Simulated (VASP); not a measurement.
# Mo (Im-3m) in VASP: relaxation of cell and atoms with r2SCAN

Aim: the relaxation of cell and atoms of Mo with r2SCAN.

All numbers are computed with VASP 6.6.1; they aren't measurements. Logs are shortened: lines on timing, memory, paths and dates and some standing lists are left out, and cuts for length are marked.

**1. The crystal as given**

It takes space group Im-3m (No. 229, cubic). Conventional cell: a = 3.147 Å, b = 3.147 Å, c = 3.147 Å, α = 90.00°, β = 90.00°, γ = 90.00°. Mo (site symmetry m-3m) has 8 Mo at 2.73 Å as nearest neighbours.

**2. Relaxation of cell and atoms, r2SCAN**

Contents of INCAR:

```
SYSTEM = Mo
  PREC = Accurate
  ENCUT = 600
  EDIFF = 1E-7
  ISMEAR = 0
  SIGMA = 0.1
  LREAL = .False.
  LASPH = .True.
  NELM = 80
  ALGO = Normal
  ISIF = 3
  LWAVE = .False.
  LCHARG = .False.
  METAGGA = R2SCAN
  LMIXTAU = .True.
  IBRION = 2
  NSW = 80
  EDIFFG = -0.004
```

Contents of KPOINTS:

```
regular mesh
0
Gamma
  18 18 18
  0 0 0
```

Contents of POSCAR:

```
Mo
1.0
   -1.5734150000      1.5734150000      1.5734150000
    1.5734150000     -1.5734150000      1.5734150000
    1.5734150000      1.5734150000     -1.5734150000
Mo
1
Direct
    0.0000000000      0.0000000000      0.0000000000
```

Potentials or basis: VASP PAW PBE potentials, release 64 (Mo_sv).

Launch:

```console
cat potpaw_PBE.64/Mo_sv/POTCAR > POTCAR
mpirun -np 1 vasp_std > vasp.out
```

OUTCAR:

```text
SYSTEM = Mo
   PREC = Accurate
   ENCUT = 600
   EDIFF = 1E-7
   ISMEAR = 0
   LREAL = .False.
   LASPH = .True.
   NELM = 80
   ISIF = 3
   METAGGA = R2SCAN
   IBRION = 2
   NSW = 80
   EDIFFG = -0.004

 ion  position               nearest neighbor table
   1  0.000  0.000  0.000-

  LATTYP: Found a body centered cubic cell.
 ALAT       =     3.1468300000

  Lattice vectors:

 A1 = (  -1.5734150000,   1.5734150000,   1.5734150000)
 A2 = (   1.5734150000,  -1.5734150000,   1.5734150000)
 A3 = (   1.5734150000,   1.5734150000,  -1.5734150000)

Analysis of symmetry for initial positions (statically):
=====================================================================
 Subroutine PRICEL returns:
 Original cell was already a primitive cell.

 Routine SETGRP: Setting up the symmetry group for a
 body centered cubic supercell.

 Subroutine GETGRP returns: Found 48 space group operations
 (whereof 48 operations were pure point group operations)
 out of a pool of 48 trial point group operations.

The static configuration has the point symmetry O_h .

Analysis of symmetry for dynamics (positions and initial velocities):
=====================================================================
 Subroutine PRICEL returns:
 Original cell was already a primitive cell.

 Routine SETGRP: Setting up the symmetry group for a
 body centered cubic supercell.

 Subroutine GETGRP returns: Found 48 space group operations
 (whereof 48 operations were pure point group operations)
 out of a pool of 48 trial point group operations.

The dynamic configuration has the point symmetry O_h .

 Subroutine INISYM returns: Found 48 space group operations
 (whereof 48 operations are pure point group operations),
 and found     1 'primitive' translations

----------------------------------------------------------------------------------------

                                     Primitive cell

  volume of cell :      15.5808

  direct lattice vectors                    reciprocal lattice vectors
    -1.573415000  1.573415000  1.573415000     0.000000000  0.317780115  0.317780115
     1.573415000 -1.573415000  1.573415000     0.317780115  0.000000000  0.317780115
     1.573415000  1.573415000 -1.573415000     0.317780115  0.317780115  0.000000000

  length of vectors
     2.725234721  2.725234721  2.725234721     0.449408949  0.449408949  0.449408949

  position of ions in fractional coordinates (direct lattice)
     0.000000000  0.000000000  0.000000000

  ion indices of the primitive-cell ions
   primitive index   ion index
                 1           1

----------------------------------------------------------------------------------------

 KPOINTS: regular mesh

Automatic generation of k-mesh.
 Grid dimensions read from file:
 generate k-points for:   18   18   18

 Generating k-lattice:

  Cartesian coordinates                     Fractional coordinates (reciprocal lattice)
     0.000000000  0.017654451  0.017654451     0.055555556  0.000000000  0.000000000
     0.017654451  0.000000000  0.017654451     0.000000000  0.055555556  0.000000000
     0.017654451  0.017654451  0.000000000     0.000000000  0.000000000  0.055555556

  Length of vectors
     0.024967164  0.024967164  0.024967164

  Shift w.r.t. Gamma in fractional coordinates (k-lattice)
     0.000000000  0.000000000  0.000000000

 Subroutine IBZKPT returns following result:
 ===========================================

 Found    195 irreducible k-points:

 Following reciprocal coordinates:
            Coordinates               Weight
  0.000000  0.000000  0.000000      1.000000
  0.055556  0.000000  0.000000     12.000000
  0.111111  0.000000  0.000000     12.000000
  0.166667  0.000000  0.000000     12.000000
  0.222222  0.000000  0.000000     12.000000
  0.277778  0.000000  0.000000     12.000000
[... 16 lines left out ...]
  0.333333  0.111111 -0.000000     48.000000
  0.388889  0.111111  0.000000     48.000000
 [... further k-points ...]
   k-points           NKPTS =    195   k-points in BZ     NKDIM =    195   number of bands    NBANDS=     11
   number of dos      NEDOS =    301   number of ions     NIONS =      1
   total plane-waves  NPLWV =  13824
   dimension x,y,z NGX =    24 NGY =   24 NGZ =   24
   dimension x,y,z NGXF=    48 NGYF=   48 NGZF=   48
   ions per type =               1
   NGX,Y,Z   is equivalent  to a cutoff of  14.64, 14.64, 14.64 a.u.
   NGXF,Y,Z  is equivalent  to a cutoff of  29.28, 29.28, 29.28 a.u.
 SYSTEM =  Mo
   PREC   = accura    normal or accurate (medium, high low for compatibility)
   ISTART =      0    job   : 0-new  1-cont  2-samecut
   ICHARG =      2    charge: 1-file 2-atom 10-const
   ISPIN  =      1    spin polarized calculation?
   LNONCOLLINEAR =      F non collinear calculations
   LSORBIT =      F    spin-orbit coupling
   LASPH  =      T    aspherical Exc in radial PAW
   ENCUT  =  600.0 eV  44.10 Ry    6.64 a.u.   5.44  5.44  5.44*2*pi/ulx,y,z
   NELM   =     80;   NELMIN=  2; NELMDL= -5     # of ELM steps
   EDIFF  = 0.1E-06   stopping-criterion for ELM
   LREAL  =      F    real-space projection
   EDIFFG = -.4E-02   stopping-criterion for IOM
   NSW    =     80    number of steps for IOM
   IBRION =      2    ionic relax: 0-MD 1-quasi-New 2-CG
   NFREE  =      1    steps in history (QN), initial steepest desc. (CG)
   ISIF   =      3    stress and relaxation
   ISYM   =      2    0-nonsym 1-usesym 2-fastsym
   POTIM  = 0.5000    time-step for ionic-motion
   TEBEG  =    0.0;   TEEND  =   0.0 temperature during run
   PSTRESS=    0.0 pullay stress
   NELECT =      14.0000    total number of electrons
   NUPDOWN=      -1.0000    fix difference up-down
   EMIN   =  10.00;   EMAX   =-10.00  energy-range for DOS
   EFERMI =   0.00;   METHOD = LEGACY
   ISMEAR =     0;   SIGMA  =   0.10  broadening in eV -4-tet -1-fermi 0-gaus
   EFERMI_NEDOS =   21; number of points for ismear=-14 and -15
   IALGO  =     38    algorithm
   IMIX   =      4    mixing-type and parameters
     AMIX     =   0.40;   BMIX     =  1.00
     AMIX_MAG =   1.60;   BMIX_MAG =  1.00
  volume/ion in A,a.u.               =      15.58       105.14
  Fermi-wavevector in a.u.,A,eV,Ry     =   1.579747  2.985289 33.954710  2.495601
  Thomas-Fermi vector in A             =   2.680079
   LORBIT       =      0    0 simple, 1 ext, 2 COOP (PROOUT), +10 PAW based schemes
   METAGGA = R2SCAN    functional components
   LHFCALC =     F    Hartree Fock is set to
   AEXX    =    0.0000 exact exchange contribution
   IVDW    =     0    specifies the selected vdW correction
   LEPSILON=     F    determine dielectric tensor
   LRPA    =     F    only Hartree local field effects (RPA)
 conjugate gradient relaxation of ions
 non-spin polarized calculation
 Gauss-broadening in eV      SIGMA  =   0.10
  energy-cutoff  :      600.00
  volume of cell :       15.58
 maximum number of plane-waves:       537
 NGX is ok and might be reduce to    24
   NGX = 11   NGY = 11   NGZ = 11

--------------------------------------- Ionic step        1  -------------------------------------------

 number of electron      14.0000002 magnetization

 Free energy of the ion-electron system (eV)
  ---------------------------------------------------
  ext. energy  EPLUGINS =         0.00000000
  ---------------------------------------------------
  free energy    TOTEN  =       -26.07494327 eV

  energy without entropy =      -26.07214909  energy(sigma->0) =      -26.07354618

------------------------ aborting loop because EDIFF is reached ----------------------------------------

  FORCE on cell =-STRESS in cart. coord.  units (eV):
  Direction    XX          YY          ZZ          XY          YZ          ZX
  --------------------------------------------------------------------------------------
  -------------------------------------------------------------------------------------
  Total        0.1983543      0.1983543      0.1983543     -0.0000000     -0.0000000      0.0000000
  in kB       20.3968107     20.3968107     20.3968107     -0.0000000     -0.0000000      0.0000000
  external PRESSURE =      20.3968107 kB  Pullay stress =       0.0000000 kB
[... 55 lines left out ...]
  energy  without entropy=      -26.0669421262  energy(sigma->0) =      -26.06838126

--------------------------------------- Ionic step        3  -------------------------------------------

 number of electron      14.0000002 magnetization

 Free energy of the ion-electron system (eV)
  ---------------------------------------------------
  ext. energy  EPLUGINS =         0.00000000
  ---------------------------------------------------
  free energy    TOTEN  =       -26.07567385 eV

  energy without entropy =      -26.07283107  energy(sigma->0) =      -26.07425246

 E-fermi :  12.4927     XC(G=0): -14.6108

 val. band max:       12.4876071717   @ k =  -0.3889   0.4444   0.2778
 cond. band min:      12.5204246526   @ k =   0.3889   0.1111   0.0556
 fundamental gap:      0.0328174809
 Fermi energy:        12.4926611861

 k-point     1 :       0.0000    0.0000    0.0000
  band No.  band energies     occupation
      1     -50.7431      2.00000
      2     -23.2251      2.00000
      3     -23.2251      2.00000
      4     -23.2251      2.00000
      5       4.8318      2.00000
      6      11.0662      2.00000
      7      11.0662      2.00000
      8      11.0662      2.00000
      9      14.3864      0.00000
     10      14.3864      0.00000
     11      27.9703      0.00000
[... 309 lines left out ...]
 k-point    24 :       0.3889    0.1111    0.0000
  band No.  band energies     occupation
      1     -50.4549      2.00000
      2     -24.6192      2.00000
      3     -23.7376      2.00000
      4     -23.3015      2.00000
      5       7.3408      2.00000
      6       9.0798      2.00000
      7      12.4483      1.47001
      8      14.2153      0.00000
      9      15.4006      0.00000
     10      18.0500      0.00000
     11      24.7461      0.00000

 [... further k-points ...]
[... 5 lines left out ...]
  --------------------------------------------------------------------------------------
  -------------------------------------------------------------------------------------
  Total       -0.0002163     -0.0002163     -0.0002163      0.0000000      0.0000000      0.0000000
  in kB       -0.0220767     -0.0220767     -0.0220767      0.0000000      0.0000000      0.0000000
  external PRESSURE =      -0.0220767 kB  Pullay stress =       0.0000000 kB
[... 16 lines left out ...]
  FREE ENERGIE OF THE ION-ELECTRON SYSTEM (eV)
  ---------------------------------------------------
  free  energy   TOTEN  =       -26.0756738489 eV

  energy  without entropy=      -26.0728310737  energy(sigma->0) =      -26.07425246

 reached required accuracy - stopping structural energy minimisation
```

Wall time 3.4 min (1 thread of Intel Xeon Platinum 8488C (Sapphire Rapids), shared host); peak memory 0.18 GiB.

Results:

```
Free energy                            : -26.0757 eV
Relaxed volume                         : 15.70 Å³/atom
Relaxed cell                           : a = 2.732 Å, b = 2.732 Å, c = 2.732 Å, α = 109.47°, β = 109.47°, γ = 109.47°
Space group after relaxing (to 0.05 Å) : Im-3m (No. 229)
Energy gained by relaxing              : 0.7 meV/atom
Ionic steps                            : 3
Pressure after relaxing                : 0.0 GPa
Band gap on the k mesh                 : none (metal or under the smearing width)
```

The path:
```csv
step,energy change (eV),largest force (eV/Å),pressure (GPa),volume (Å³)
1,0.0000,0.0000,2.04,15.58
2,0.0051,0.0000,-5.48,16.03
3,-0.0007,0.0000,0.00,15.70
```

Final structure:
```
Mo
1.0
    -1.57733    1.57733    1.57733
     1.57733   -1.57733    1.57733
     1.57733    1.57733   -1.57733
Mo
1
Direct
  0.00000 0.00000 0.00000
```

Levels at points of the mesh, in eV from the Fermi level:
```
           k point  band 3  band 4  band 5  band 6  band 7  band 8  band 9  band 10  band 11
(0.00, 0.00, 0.00)  -35.72  -35.72   -7.66   -1.43   -1.43   -1.43    1.89     1.89    15.48
(0.50, 0.00, 0.00)  -36.19  -35.73   -5.58   -3.58    1.55    1.87    2.57     4.89    12.17
(0.50, 0.50, 0.50)  -36.74  -36.74   -5.63   -5.63    4.11    4.11    4.11     9.43     9.43
```

Caveat: the PAW data sets were made with another functional, which shifts forces and pressure a little. Zero-point motion and thermal expansion aren't in these numbers.
